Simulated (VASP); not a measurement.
BN: single point with PBE

Crystal: BN.

```xyz
2
Lattice="0.0000 1.8130 1.8130 1.8130 0.0000 1.8130 1.8130 1.8130 0.0000" Properties=species:S:1:pos:R:3 pbc="T T T"
N     0.9065    0.9065    0.9065
B     0.0000    0.0000    0.0000
```

The cell is a database's computed one.

- Program: VASP 6.6.1
- Task: single point
- Functional: PBE
- Potentials or basis: VASP PAW PBE potentials, release 64 (N, B)
- Cutoff: 520 eV
- k mesh: 13 × 13 × 13
- Occupations: gaussian, width 0.016 eV
- Spin: no spin polarisation

```
Pressure               : -0.2 GPa
Band gap on the k mesh : 4.52 eV, indirect (least direct gap 8.78 eV)
```

Levels at points of the mesh, in eV from the valence-band top:
```
           k point  band 1  band 2  band 3  band 4  band 5  band 6  band 7  band 8
(0.00, 0.00, 0.00)  -20.13    0.00    0.00    0.00    8.78    8.78    8.78   10.20
```

It took 7.2 s on 1 thread of AMD EPYC 7R13 Processor (Zen 3), with other jobs on the host, peak memory 0.09 GiB.

The gap isn't set beside the measured one, since this odd mesh misses points on the zone boundary.

Caveat: an odd mesh through Γ misses points on the zone boundary, where band edges often lie.
